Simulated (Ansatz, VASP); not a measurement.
## BN: VASP beside Ansatz

```
B N
1.0
     0.00000    1.81233    1.81233
     1.81233    0.00000    1.81233
     1.81233    1.81233    0.00000
B N
1 1
Direct
  0.00000 0.00000 0.00000
  0.75000 0.75000 0.75000
```

Alike in both runs: functional PBE; k mesh 12 × 12 × 12; occupations gaussian, width 0.02 eV; no spin polarisation.

Ansatz relaxed the structure, and its values are those at the end. VASP's run is a single point on that final structure, the one shown.

|  | VASP | Ansatz |
| --- | --- | --- |
| version | VASP 6.6.1 | Ansatz 0.2.0 |
| potentials or method | VASP PAW PBE potentials, release 64 (B, N) | scalar-relativistic, plane waves, PAW |
| plane-wave cutoff (eV) | 520 | 420 |
| valence electrons in the cell | 8 | 8 |

VASP gave:

| Property | Result |
| --- | --- |
| gap on the k mesh at the Fermi level (eV) | 4.45 |
| least direct gap on the mesh (eV) | 8.78 |
| pressure (GPa) | 0.2 |

Which values does Ansatz return?

gap on the k mesh at the Fermi level (eV): 4.46; least direct gap on the mesh (eV): 8.79; pressure (GPa): 0.0.

A k mesh can miss the band edges.
